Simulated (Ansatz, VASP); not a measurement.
**One calculation of TiTe2, two programs**

```
Ti Te
1.0
     3.77700    0.00000    0.00000
    -1.88850    3.27098    0.00000
     0.00000    0.00000    6.49800
Ti Te
1 2
Direct
  0.00000 0.00000 0.00000
  0.66667 0.33333 0.26335
  0.33333 0.66667 0.73665
```

Alike in both runs: functional PBE; dispersion D3(BJ); k mesh 15 × 15 × 8; occupations gaussian, width 0.1 eV; no spin polarisation.

Ansatz relaxed the structure, and its values are those at the end. VASP's run is a single point on that final structure, the one shown.

|  | VASP | Ansatz |
| --- | --- | --- |
| version | VASP 6.6.1 | Ansatz 0.2.0 |
| potentials or method | VASP PAW PBE potentials, release 64 (Ti_sv, Te) | scalar-relativistic, plane waves, PAW |
| plane-wave cutoff (eV) | 520 | 420 |
| valence electrons in the cell | 24 | 44 |

```csv
,VASP,Ansatz,Ansatz less VASP
gap on the k mesh at the Fermi level (eV),none,none,-
pressure (GPa),-2.2,-2.1,+0.05
rms of the force components (eV/Å),0.004,0.000,-0.0043
```

A gap of «none» marks a metal or a gap that the smearing closes. The two sets of potentials don't hold the same shells in valence. Ansatz warned: «stress_scf_threshold_loose».

The runs have no spin-orbit coupling, so splittings on Te are missing.
